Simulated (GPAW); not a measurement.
# GaAs (F-43m) in GPAW: notebook, part 2 of 3

GPAW 26.7.0.

### 3 One-shot levels of the hybrid HSE06, LDA

Contents of run.py:

```python
import numpy as np
from ase.dft.bandgap import bandgap
from ase.io import read, write
from ase.units import GPa
from gpaw import GPAW, PW
from gpaw.hybrids import NonSelfConsistentHybridXCCalculator
from gpaw.hybrids.energy import non_self_consistent_energy

atoms = read('GaAs.cif')

calc = GPAW(mode=PW(500),
            xc='LDA',
            kpts={'size': (5, 5, 5), 'gamma': True},
            occupations={'name': 'fermi-dirac', 'width': 0.05},
            nbands=13,
            convergence={'density': 1e-05, 'energy': 1e-05, 'bands': 9, 'eigenstates': 1e-07},
            maxiter=150,
            txt='gpaw.txt')
atoms.calc = calc
energy = atoms.get_potential_energy()
forces = atoms.get_forces()
stress = atoms.get_stress()
calc.write('gs.gpw')
write('result.traj', atoms)
print(f'Energy: {energy:.6f} eV')
print('Forces (eV/A):')
print(forces.round(4))
print('Stress (GPa):', (stress / GPa).round(3))
print('Fermi level:', round(calc.get_fermi_level(), 4), 'eV')
print(f'Gap: {bandgap(calc)[0]:.4f} eV, direct: {bandgap(calc, direct=True)[0]:.4f} eV')

for xc in ['HSE06', 'YS-PBE0', 'HSE03']:
    e = non_self_consistent_energy(calc, xc).sum()
    print(f'{xc} energy on these orbitals: {e:.6f} eV')
    nsc = NonSelfConsistentHybridXCCalculator.from_dft_calculation(
        calc.dft, xc, log=f'levels-{xc}.txt')
    dft_skn, hyb_skn = nsc.calculate(calc.dft.ibzwfs, 0, 9)
    np.savetxt(f'levels-{xc}.dat', hyb_skn.reshape((-1, hyb_skn.shape[-1])), fmt='%.4f')
```

Contents of GaAs.cif:

```cif
data_GaAs
_cell_length_a 3.99776961
_cell_length_b 3.99776961
_cell_length_c 3.99776961
_cell_angle_alpha 60.00000000
_cell_angle_beta 60.00000000
_cell_angle_gamma 60.00000000
_space_group_name_H-M_alt 'P1'
_space_group_name_Hall 'P 1'
_space_group_IT_number 1
loop_
_space_group_symop_operation_xyz
'x,y,z'
loop_
_atom_site_label
_atom_site_type_symbol
_atom_site_symmetry_multiplicity
_atom_site_Wyckoff_symbol
_atom_site_fract_x
_atom_site_fract_y
_atom_site_fract_z
_atom_site_occupancy
As1 As 1 a 0.7500000000 0.7500000000 0.7500000000 1
Ga1 Ga 1 a 0.0000000000 0.0000000000 0.0000000000 1
```

Potentials or basis: the program's PAW data sets (release 1.2.1) made for this functional, pw.

Started as:

```
$ OMP_NUM_THREADS=1 python run.py
```

gpaw.txt:

```text
__  _  _
 | _ |_)|_||  |
 |__||  | ||/\| - 26.7.0

Input parameters:
  mode=PW(ecut=500.0),
  convergence={'density': 1e-05, 'energy': 1e-05, 'bands': 9, 'eigenstates': 1e-07},
  kpts=MonkhorstPack(size=(5, 5, 5), gamma=True),
  maxiter=150,
  nbands=13,
  occupations=Occupations(name='fermi-dirac', width=0.05),
  xc=XC(name='LDA')

Diagonalizing LCAO Hamiltonian
Converting LCAO to pw mode

                         As

       Ga

Atoms  # Å, Bohr magnetons
|   | symbol |        x |        y |        z |    initial magnetic moments |
|---|--------|----------|----------|----------|-----------------------------|
| 0 |     As | 5.996654 | 3.462170 | 2.448124 | ( 0.0000,  0.0000,  0.0000) |
| 1 |     Ga | 0.000000 | 0.000000 | 0.000000 | ( 0.0000,  0.0000,  0.0000) |

Unit cell  # Å
| periodic |        x |        y |        z |  lengths |    angles |
|----------|----------|----------|----------|----------|-----------|
|      yes | 3.997770 | 0.000000 | 0.000000 | 3.997770 | 60.000000 |
|      yes | 1.998885 | 3.462170 | 0.000000 | 3.997770 | 60.000000 |
|      yes | 1.998885 | 1.154057 | 3.264165 | 3.997770 | 60.000000 |

Number of symmetries: 24
Symmetry operations  # r_c * U_cc + t_c -> r_c
|    | kind |            matrix            |
|----|------|------------------------------|
|  0 |  E   |  1, 0, 0,  0, 1, 0,  0, 0, 1 |
|  1 |  σ   |  1, 0, 0,  0, 0, 1,  0, 1, 0 |
|  2 |  σ   |  1, 0,-1,  0, 1,-1,  0, 0,-1 |
|  3 |  C3  |  1, 0,-1,  0, 0,-1,  0, 1,-1 |
|  4 |  C3  |  1,-1, 0,  0,-1, 1,  0,-1, 0 |
|  5 |  σ   |  1,-1, 0,  0,-1, 0,  0,-1, 1 |
|  6 |  σ   |  0, 1, 0,  1, 0, 0,  0, 0, 1 |
|  7 |  C3  |  0, 1, 0,  0, 0, 1,  1, 0, 0 |
|  8 |  C2  |  0, 1,-1,  1, 0,-1,  0, 0,-1 |
|  9 |  S4  |  0, 1,-1,  0, 0,-1,  1, 0,-1 |
| 10 |  C3  |  0, 0, 1,  1, 0, 0,  0, 1, 0 |
| 11 |  σ   |  0, 0, 1,  0, 1, 0,  1, 0, 0 |
| 12 |  S4  |  0, 0,-1,  1, 0,-1,  0, 1,-1 |
| 13 |  C3  |  0, 0,-1,  0, 1,-1,  1, 0,-1 |
| 14 |  S4  |  0,-1, 1,  1,-1, 0,  0,-1, 0 |
| 15 |  C2  |  0,-1, 1,  0,-1, 0,  1,-1, 0 |
| 16 |  C3  |  0,-1, 0,  1,-1, 0,  0,-1, 1 |
| 17 |  S4  |  0,-1, 0,  0,-1, 1,  1,-1, 0 |
| 18 |  S4  | -1, 1, 0, -1, 0, 1, -1, 0, 0 |
| 19 |  C3  | -1, 1, 0, -1, 0, 0, -1, 0, 1 |
| 20 |  C3  | -1, 0, 1, -1, 1, 0, -1, 0, 0 |
| 21 |  S4  | -1, 0, 1, -1, 0, 0, -1, 1, 0 |
| 22 |  σ   | -1, 0, 0, -1, 1, 0, -1, 0, 1 |
| 23 |  C2  | -1, 0, 0, -1, 0, 1, -1, 1, 0 |

BZ-sampling:
  Number of BZ points: 125
  Number of IBZ points: 10

  Monkhorst-Pack size: [5, 5, 5]
  Monkhorst-Pack shift: [0, 0, 0]

K-points  # in reciprocal-cell coordinates
|   |                                coordinates |     weight |
|---|--------------------------------------------|------------|
| 0 | (  0.00000000,   0.00000000,   0.00000000) | 0.00800000 |
| 1 | (  0.20000000,   0.20000000,   0.00000000) | 0.04800000 |
| 2 | (  0.20000000,   0.20000000,   0.20000000) | 0.06400000 |
| 3 | (  0.40000000,   0.20000000,  -0.20000000) | 0.19200000 |
| 4 | (  0.40000000,   0.20000000,   0.20000000) | 0.09600000 |
| 5 | (  0.40000000,   0.40000000,  -0.40000000) | 0.19200000 |
| 6 | (  0.40000000,   0.40000000,  -0.20000000) | 0.09600000 |
| 7 | (  0.40000000,   0.40000000,   0.00000000) | 0.04800000 |
| 8 | (  0.40000000,   0.40000000,   0.20000000) | 0.19200000 |
| 9 | (  0.40000000,   0.40000000,   0.40000000) | 0.06400000 |

Plane wave coefficients: 1167
Cutoff: 500.0 eV

Spin-components: 1 (collinear spins)
Bands:           13
Projectors:      10
Spin-degeneracy: 2
Datatype:        complex128

Density:
  Valence electrons: 8.0
  Components: 1
  Grid points: [21 21 21]
  Charge: 0.0  # |e|

Potential:
  Grid points: [21 21 21]

species:
  As:
    name:    Arsenic
    Z:       33.0
    valence: 5
    core:    28
    charge:  0.0  # [|e|]
    compensation charges:
      type: gauss
      rc: 0.33  # [Å]
      lmax: 2
    cutoffs:
      filter: 1.87  # [Å]
      core: 2.96  # [Å]
    projectors
    | kind |    occ | energy [eV] | rcut [Å] |
    |------|--------|-------------|----------|
    |   4s |  2.000 |     -14.691 |    1.058 |
    |   4p |  3.000 |      -5.342 |    1.058 |
    |    s |        |      12.520 |    1.058 |
    |    p |        |      21.869 |    1.058 |
    |    d |        |       0.000 |    1.058 |

    Using partial waves for As as LCAO basis

  Ga:
    name:    Gallium
    Z:       31.0
    valence: 3
    core:    28
    charge:  0.0  # [|e|]
    compensation charges:
      type: gauss
      rc: 0.37  # [Å]
      lmax: 2
    cutoffs:
      filter: 2.06  # [Å]
      core: 4.17  # [Å]
    projectors
    | kind |    occ | energy [eV] | rcut [Å] |
    |------|--------|-------------|----------|
    |   4s |  2.000 |      -9.167 |    1.164 |
    |   4p |  1.000 |      -2.734 |    1.164 |
    |    s |        |      18.045 |    1.164 |
    |    p |        |      24.478 |    1.164 |
    |    d |        |       0.000 |    1.164 |

    Using partial waves for Ga as LCAO basis

Reference energy: -114227.963927  # eV

eigensolver:
  PPCG
  Converge bands: 9
  niter=2

density mixing:
  MSR1-Mixer
  Pratt-step length: 0.05
  Maximum mixing coefficient: 0.75
  Old densities: 10
  SVD Regularization: 0.005
  Good broyden scale: 1.0
  Trust region scale: 1.0
  Backstep threshold: 4.0
  History deletion threshold: 6.0
  Fourier metric: weight=20.0, sigma=0.015

occupation numbers:
  Fermi-Dirac:
    width: 0.0500  # eV

poisson solver:
  ecut: 4000.0  # eV

xc functional:
  name: None

convergence criteria:
- Maximum integral of absolute [dens]ity change: 1e-05 electrons / valence electron
- Maximum [total energy] change in last 3 cyles: 1e-05 eV / valence electron
- Maximum integral of absolute [eigenst]ate change: 1e-07 eV^2 / valence electron
maximum number of iterations: 150

SCF iterations
|iter     | |      energy | eigst |  dens |
|---------|-|-------------|-------|-------|
|iter:   1| |   -9.695063 | +1.31 |       |
|iter:   2| |   -9.671061 | +0.16 | -0.89 |
|iter:   3| |   -9.548427 | -1.84 | -0.92 |
|iter:   4| |   -9.546239 | -3.61 | -1.55 |
|iter:   5| |   -9.546050 | -4.74 | -2.10 |
|iter:   6| |   -9.546044 | -5.75 | -2.89 |
|iter:   7| |   -9.546045c| -7.02c| -3.63 |
|iter:   8| |   -9.546045c| -7.31c| -4.09 |
|iter:   9| |   -9.546045c| -8.40c| -5.59c|

Converged in 9 steps
Energy contributions relative to reference atoms: (reference = -114227.963927)

Energy contributions:
  Kinetic:          26.342583
  Coulomb:         -23.415925
  Zero:              0.021334
  External:          0.000000
  Xc:              -12.493859
  Entropy:          -0.000356
  Spinorbit:         0.000000
  ----------------------------
  Free energy:      -9.546223
  Extrapolated:     -9.546045

dipole moment: (-15.621499, -9.019076, -6.377450)  # |e|*Ang

Fermi level: 4.837
Eigenvalues  # (at kpt = [0.000, 0.000, 0.000])
| band index |      eig [eV] | occ [0-2] |
|------------|---------------|-----------|
|          0 |        -8.124 |     2.000 |
|          1 |         4.632 |     1.967 |
|          2 |         4.632 |     1.967 |
|          3 |         4.632 |     1.967 |
|          4 |         4.985 |     0.098 |
|          5 |         8.339 |     0.000 |
|          6 |         8.339 |     0.000 |
|          7 |         8.339 |     0.000 |
|          8 |        12.024 |     0.000 |
|          9 |        14.775 |     0.000 |
|         10 |        14.775 |     0.000 |
|         11 |        16.102 |     0.000 |
|         12 |        16.102 |     0.000 |

Gap: 0.354 eV
Transition (v -> c):
  (s=0, k=0, n=3, [0.00, 0.00, 0.00]) -> (s=0, k=0, n=4, [0.00, 0.00, 0.00])
No difference between direct/indirect transitions

Forces  # eV/Ang
|        x |        y |        z |
|----------|----------|----------|
| -0.00000 | -0.00000 |  0.00000 |  # As   0
| -0.00000 | -0.00000 | -0.00000 |  # Ga   1

Stress tensor  # eV/Ang^3
|         x |         y |         z |
|-----------|-----------|-----------|
|  0.005155 | -0.000000 | -0.000000 |
| -0.000000 |  0.005155 |  0.000000 |
|  0.000000 | -0.000000 |  0.005155 |

# Writing to gs.gpw (mode='')
```

Wall time 2.5 min (1 thread of Arm Neoverse V2, shared host); peak memory 0.33 GiB.

Results:

```
Free energy                            : -9.5462 eV
Pressure                               : -0.8 GPa
Band gap on the k mesh                 : 0.35 eV, direct
Band gap of the one-shot hybrid        : 1.26 eV
Direct band gap of the one-shot hybrid : 1.26 eV
```

Band gaps from one-shot exact exchange on these states (eV): hse06 1.26, ys_pbe0 0.84, hse03 1.27

Caveat: the k mesh is coarse; the cutoff is short for stress and forces, so pressures can be off by a GPa or more; energy and the plain gap are those of the semilocal run; the hybrids' values are one shot on its orbitals and mesh.

### 4 Band structure, SOGGA, spin-orbit coupling, no magnetisation

Contents of run.py:

```python
import numpy as np
from ase.dft.bandgap import bandgap
from ase.io import read, write
from ase.units import GPa
from gpaw import GPAW, PW, setup_paths
from gpaw.spinorbit import soc_eigenstates

setup_paths.insert(0, '.')

atoms = read('GaAs.cif')

calc = GPAW(mode=PW(600),
            xc='GGA_X_SOGGA+GGA_C_PBE_SOL',
            kpts={'size': (8, 8, 8), 'gamma': True},
            occupations={'name': 'fermi-dirac', 'width': 0.05},
            nbands=11,
            convergence={'density': 1e-05, 'energy': 1e-05},
            maxiter=150,
            txt='gpaw.txt')
atoms.calc = calc
energy = atoms.get_potential_energy()
forces = atoms.get_forces()
stress = atoms.get_stress()
calc.write('gs.gpw')
write('result.traj', atoms)
print(f'Energy: {energy:.6f} eV')
print('Forces (eV/A):')
print(forces.round(4))
print('Stress (GPa):', (stress / GPa).round(3))
print('Fermi level:', round(calc.get_fermi_level(), 4), 'eV')
print(f'Gap: {bandgap(calc)[0]:.4f} eV, direct: {bandgap(calc, direct=True)[0]:.4f} eV')

path = atoms.cell.bandpath('GXWKGLUWLK,UX', npoints=80, eps=1e-4)
bs_calc = calc.fixed_density(kpts=path, symmetry='off', nbands=21,
                             convergence={'bands': 'CBM+6.0', 'eigenstates': 1e-6}, txt='bands.txt')
bs = bs_calc.band_structure()
bs.write('bs.json')
print(f'Gap on the path: {bandgap(bs_calc)[0]:.4f} eV')

soc = soc_eigenstates(bs_calc, theta=54.7, phi=45)
np.savetxt('soc_bands.dat', soc.eigenvalues(), fmt='%.4f')
mesh = soc_eigenstates('gs.gpw', theta=54.7, phi=45)
np.savetxt('soc_mesh.dat', mesh.eigenvalues(), fmt='%.4f')
print('Fermi level with spin-orbit coupling:', round(mesh.fermi_level, 4), 'eV')
```

GaAs.cif is that of step 3.

Potentials or basis: PAW data sets generated in the run's folder for this functional, pw.

Started as:

```
$ gpaw-setup -f GGA_X_SOGGA+GGA_C_PBE_SOL As Ga
$ OMP_NUM_THREADS=1 python run.py
```

It took 24 s on 1 thread of Arm Neoverse V2, shared host; peak memory 0.26 GiB.

Results (log left out):

```
Free energy             : -9.1376 eV
Pressure                : 1.2 GPa
Band gap on the k mesh  : 0.39 eV, direct
Band gap along the path : 0.39 eV, direct
```

Levels at the corners of the path, in eV from the valence-band top:
```tsv
point	band 6	band 7	band 8	band 9	band 10	band 11
Γ	0.00	0.00	0.00	0.39	0.39	3.49
X	-2.85	-2.76	-2.76	1.24	1.24	1.48
W	-3.64	-3.50	-3.46	4.39	4.53	4.59
K	-3.99	-2.38	-2.38	1.77	1.77	4.45
Γ	0.00	0.00	0.00	0.39	0.39	3.49
L	-1.37	-1.15	-1.15	0.85	0.85	4.46
U	-3.99	-2.38	-2.38	1.77	1.77	4.45
W	-3.64	-3.50	-3.46	4.39	4.53	4.59
L	-1.37	-1.15	-1.15	0.85	0.85	4.46
K	-3.99	-2.38	-2.38	1.77	1.77	4.45
U	-3.99	-2.38	-2.38	1.77	1.77	4.45
X	-2.85	-2.76	-2.76	1.24	1.24	1.48
```

Caveat: spin-orbit coupling was added after a scalar SCF, so levels and gaps hold it while energy, forces, pressure and moments don't; this program's spin-orbit splittings come out too wide for heavy elements.

### 5 Dielectric tensor, PBE

Contents of run.py:

```python
import numpy as np
from ase import Atoms
from ase.dft.bandgap import bandgap
from ase.io import write
from gpaw import GPAW, PW
from gpaw.response.df import DielectricFunction

atoms = Atoms(['As', 'Ga'],
              cell=[[0.0, 2.82685, 2.82685],
                    [2.82685, 0.0, 2.82685],
                    [2.82685, 2.82685, 0.0]],
              scaled_positions=[[0.75, 0.75, 0.75],
                                [0.0, 0.0, 0.0]],
              pbc=True)

calc = GPAW(mode=PW(450),
            xc='PBE',
            kpts={'size': (7, 7, 7), 'gamma': True},
            occupations={'name': 'fermi-dirac', 'width': 0.001},
            nbands=11,
            convergence={'density': 1e-06},
            maxiter=150,
            txt='gpaw.txt')
atoms.calc = calc
energy = atoms.get_potential_energy()
calc.write('gs.gpw')
write('result.traj', atoms)
print(f'Energy: {energy:.6f} eV')
print('Fermi level:', round(calc.get_fermi_level(), 4), 'eV')
print(f'Gap: {bandgap(calc)[0]:.4f} eV, direct: {bandgap(calc, direct=True)[0]:.4f} eV')

for size in [(15, 15, 15), (21, 21, 21)]:
    name = 'x'.join(str(n) for n in size)
    dense = calc.fixed_density(kpts={'size': size, 'gamma': True},
                               nbands=26, convergence={'bands': 20},
                               update_fermi_level=True, txt=f'dense-{name}.txt')
    dense.write(f'{name}.gpw', mode='all')
    df = DielectricFunction(f'{name}.gpw', frequencies=np.array([0.0]), hilbert=False, eta=0.001,
                            ecut=80, nbands=20, intraband=False, txt=f'df-{name}.txt')
    for xc in ['RPA', 'ALDA_X', 'LR0.2']:
        for direction in ['x', 'y', 'z', [0, 1, 1], [1, 0, 1], [1, 1, 0]]:
            e0, e = df.get_macroscopic_dielectric_constant(xc=xc, direction=direction)
            print(f'{name} {xc} {direction}: {e0:.4f} without, {e:.4f} with local fields')
```

Potentials or basis: GPAW PAW data sets (gpaw-data 1.2.1), pw.

Started as:

```
$ OMP_NUM_THREADS=1 python run.py
```

gpaw.txt:

```text
__  _  _
 | _ |_)|_||  |
 |__||  | ||/\| - 26.7.0

Input parameters:
  mode=PW(ecut=450.00000000000006),
  convergence={'density': 1e-06},
  kpts=MonkhorstPack(size=(7, 7, 7), gamma=True),
  maxiter=150,
  nbands=11,
  occupations=Occupations(name='fermi-dirac', width=0.001),
  xc=XC(name='PBE')

Diagonalizing LCAO Hamiltonian
Converting LCAO to pw mode

                    As

       Ga

Atoms  # Å, Bohr magnetons
|   | symbol |        x |        y |        z |    initial magnetic moments |
|---|--------|----------|----------|----------|-----------------------------|
| 0 |     As | 4.240275 | 4.240275 | 4.240275 | ( 0.0000,  0.0000,  0.0000) |
| 1 |     Ga | 0.000000 | 0.000000 | 0.000000 | ( 0.0000,  0.0000,  0.0000) |

Unit cell  # Å
| periodic |        x |        y |        z |  lengths |    angles |
|----------|----------|----------|----------|----------|-----------|
|      yes | 0.000000 | 2.826850 | 2.826850 | 3.997770 | 60.000000 |
|      yes | 2.826850 | 0.000000 | 2.826850 | 3.997770 | 60.000000 |
|      yes | 2.826850 | 2.826850 | 0.000000 | 3.997770 | 60.000000 |

Number of symmetries: 24
Symmetry operations  # r_c * U_cc + t_c -> r_c
|    | kind |            matrix            |
|----|------|------------------------------|
|  0 |  E   |  1, 0, 0,  0, 1, 0,  0, 0, 1 |
|  1 |  σ   |  1, 0, 0,  0, 0, 1,  0, 1, 0 |
|  2 |  σ   |  1, 0,-1,  0, 1,-1,  0, 0,-1 |
|  3 |  C3  |  1, 0,-1,  0, 0,-1,  0, 1,-1 |
|  4 |  C3  |  1,-1, 0,  0,-1, 1,  0,-1, 0 |
|  5 |  σ   |  1,-1, 0,  0,-1, 0,  0,-1, 1 |
|  6 |  σ   |  0, 1, 0,  1, 0, 0,  0, 0, 1 |
[... 125 lines left out ...]
  Fourier metric: weight=20.0, sigma=0.015

occupation numbers:
  Fermi-Dirac:
    width: 0.0010  # eV

poisson solver:
  ecut: 3600.0000000000005  # eV

xc functional:
  name: PBE with 2 nearest neighbor stencil

convergence criteria:
- Maximum integral of absolute [dens]ity change: 1e-06 electrons / valence electron
- Maximum [total energy] change in last 3 cyles: 0.0005 eV / valence electron
- Maximum integral of absolute [eigenst]ate change: 4e-08 eV^2 / valence electron
maximum number of iterations: 150

SCF iterations
|iter     | |      energy | eigst |  dens |
|---------|-|-------------|-------|-------|
|iter:   1| |   -8.311572 | -0.66 |       |
|iter:   2| |   -8.294091 | -3.04 | -0.89 |
|iter:   3| |   -8.220699 | -2.22 | -0.92 |
|iter:   4| |   -8.222482 | -3.80 | -1.52 |
|iter:   5| |   -8.222735c| -4.71 | -2.05 |
|iter:   6| |   -8.222752c| -6.04 | -2.81 |
|iter:   7| |   -8.222752c| -7.49c| -3.55 |
|iter:   8| |   -8.222753c| -8.55c| -4.10 |
|iter:   9| |   -8.222753c| -9.28c| -5.41 |
|iter:  10| |   -8.222753c| -9.79c| -5.84 |
|iter:  11| |   -8.222753c|-10.88c| -7.02c|

Converged in 11 steps
Energy contributions relative to reference atoms: (reference = -114387.645129)

Energy contributions:
  Kinetic:          26.954146
  Coulomb:         -23.831643
  Zero:              0.019094
  External:          0.000000
  Xc:              -11.364349
  Entropy:          -0.000000
  Spinorbit:         0.000000
  ----------------------------
  Free energy:      -8.222753
  Extrapolated:     -8.222753

dipole moment: (-10.949617, -10.949617, -10.949617)  # |e|*Ang

Fermi level: 4.952
Eigenvalues  # (at kpt = [0.000, 0.000, 0.000])
| band index |      eig [eV] | occ [0-2] |
|------------|---------------|-----------|
|          0 |        -7.773 |     2.000 |
|          1 |         4.924 |     2.000 |
|          2 |         4.924 |     2.000 |
|          3 |         4.924 |     2.000 |
|          4 |         5.510 |     0.000 |
|          5 |         8.695 |     0.000 |
|          6 |         8.695 |     0.000 |
|          7 |         8.695 |     0.000 |
|          8 |        12.579 |     0.000 |
|          9 |        15.010 |     0.000 |
|         10 |        15.010 |     0.000 |

Gap: 0.586 eV
Transition (v -> c):
  (s=0, k=0, n=3, [0.00, 0.00, 0.00]) -> (s=0, k=0, n=4, [0.00, 0.00, 0.00])
No difference between direct/indirect transitions
# Writing to gs.gpw (mode='')
```

stdout:

```text
Energy: -8.222753 eV
Fermi level: 4.9517 eV
Gap: 0.5860 eV, direct: 0.5860 eV
15x15x15 RPA x: 14.8764 without, 13.4650 with local fields
15x15x15 RPA y: 14.8764 without, 13.4650 with local fields
15x15x15 RPA z: 14.8764 without, 13.4650 with local fields
15x15x15 RPA [0, 1, 1]: 14.8764 without, 13.4650 with local fields
[... 22 lines left out ...]
21x21x21 ALDA_X z: 13.9515 without, 13.1661 with local fields
21x21x21 ALDA_X [0, 1, 1]: 13.9515 without, 13.1661 with local fields
21x21x21 ALDA_X [1, 0, 1]: 13.9515 without, 13.1661 with local fields
21x21x21 ALDA_X [1, 1, 0]: 13.9515 without, 13.1661 with local fields
21x21x21 LR0.2 x: 13.9515 without, 15.1703 with local fields
21x21x21 LR0.2 y: 13.9515 without, 15.1703 with local fields
21x21x21 LR0.2 z: 13.9515 without, 15.1703 with local fields
21x21x21 LR0.2 [0, 1, 1]: 13.9515 without, 15.1703 with local fields
21x21x21 LR0.2 [1, 0, 1]: 13.9515 without, 15.1703 with local fields
21x21x21 LR0.2 [1, 1, 0]: 13.9515 without, 15.1703 with local fields
```

Wall time 2.1 min (1 thread of Arm Neoverse V2, shared host); peak memory 0.94 GiB.

What came out:

- Free energy: -8.2228 eV
- Band gap on the k mesh: 0.59 eV, direct
- Electronic dielectric tensor (diagonal): 12.55

Electronic dielectric tensor:
```
12.55  0.00  0.00
 0.00 12.55  0.00
 0.00  0.00 12.55
```

Caveat: the dielectric constant isn't converged in the k mesh; the gap is small at this level, which inflates the dielectric constant; the long-wavelength limit can be off by a per cent or two; an odd mesh through Γ misses points on the zone boundary, where band edges often lie.

[end of part 2 of 3]
